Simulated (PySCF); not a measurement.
# Dipole moment and polarisability of `C1CCNCC1`

Compound: C5H11N.
Geometry (GFN2-xTB, Å), atoms numbered from 1 in this order:
```xyz
17
C5H11N angstrom
C      1.0578   -0.7171    0.4185
C     -0.0816   -1.3468   -0.3811
C     -1.3805   -0.5732   -0.1240
N     -1.2669    0.8424   -0.4240
C     -0.1827    1.4540    0.3226
C      1.1692    0.7699    0.0856
H      0.8544   -0.8322    1.4862
H      1.9996   -1.2250    0.1981
H     -0.2096   -2.3940   -0.1016
H      0.1567   -1.3088   -1.4480
H     -1.6539   -0.6611    0.9323
H     -2.1968   -0.9851   -0.7228
H     -1.0925    0.9588   -1.4192
H     -0.1315    2.5103    0.0468
H     -0.4425    1.3901    1.3841
H      1.4553    0.8888   -0.9634
H      1.9383    1.2410    0.6999
```

Level: wB97X-D/def2-SVPD (PySCF), static field, nuclei fixed, core orbitals frozen in the response. The polarisability tensor in these axes (au):

```
x   67.16  0.93  1.98
y    0.93 68.74  0.83
z    1.98  0.83 60.42
```

What are the eigenvalues, a third of the trace, and Δα (Δα² = ½Σ(αi − αj)² over the three pairs)?

Principal values 59.85, 67.00 and 69.47 au; mean 65.44 au = 9.70 Å³ = 10.79 × 10⁻⁴⁰ C²·m²/J; Δα = 8.66 au (13 % of the mean).

What is the dipole moment, and where does it point?

(1.08, -0.56, -0.34) D, 1.27 D in size, pointing from the negative to the positive side. Measured along this direction, the outermost atoms are H15, H11 and N4 at the negative end and H8 at the positive end.

What would n − 1 = 2πNα be for an ideal gas of these molecules at 400 K and 1 atm, electronic part alone?

N = p/kT = 1.8347 × 10¹⁹ cm⁻³, so n − 1 = 2π × N × 9.70 × 10⁻²⁴ cm³ = 1118 × 10⁻⁶ at long wavelengths.

Traceless (Buckingham) quadrupole moment about the centre of nuclear charge: eigenvalues?

-6.32, 2.30, 4.02 D·Å. The values depend on the origin, since the dipole doesn't vanish. The electronic extent ⟨r²⟩ about the same centre is 558 bohr², a root-mean-square distance of 1.80 Å for the 48 electrons.

Directions of the eigenvectors, and the extent of the frame along each?

Largest value along (0.50, 0.85, 0.19), where the nuclei span 4.30 Å; middle along (0.83, -0.53, 0.18), 4.01 Å; least along (-0.25, -0.06, 0.97), 2.71 Å. The response follows the extents in order.

What depolarisation ratio follows for Rayleigh scattering of linearly polarised light, taking the static tensor?

ρ = 3Δα²/(45ᾱ² + 4Δα²) = 224.8/(192699 + 299.7) = 0.00116.

One conformer (not necessarily the lowest) at the GFN2-xTB geometry, without solvent, vibrations or thermal averaging.
